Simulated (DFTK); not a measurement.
Crystal: Co.

```xyz
2
Lattice="2.4720 0.0000 0.0000 -1.2360 2.1408 0.0000 0.0000 0.0000 4.0211" Properties=species:S:1:pos:R:3 pbc="T T T"
Co    1.2360    0.7136    3.0159
Co    0.0000    1.4272    1.0053
```

Base run:

```yaml
Program: DFTK 0.8.2
Functional: LDA
Potentials_or_basis: SG15 1.2 (PBE)
Cutoff: 1225 eV
k_mesh: 9 × 9 × 5
Occupations: fermi-dirac, width 0.05 eV
Spin: collinear spin, ferromagnetic start
Starting_moments: "[2.0, 2.0] μB"
```

Its results: band gap on the k mesh none (metal or under the smearing width); pressure -19.0 GPa; net moment 3.05 μB per cell; site moments Co +1.52 μB.

Question: The run is repeated on the same cell with these changes: functional from LDA to r2SCAN. What comes out?

Answer: Band gap on the k mesh none (metal or under the smearing width); pressure 0.9 GPa; net moment 3.58 μB per cell; site moments Co +1.79 μB.

Caveats: the potentials were made for another functional, which shifts forces and pressure.

Not every run made on this cell is shown here.
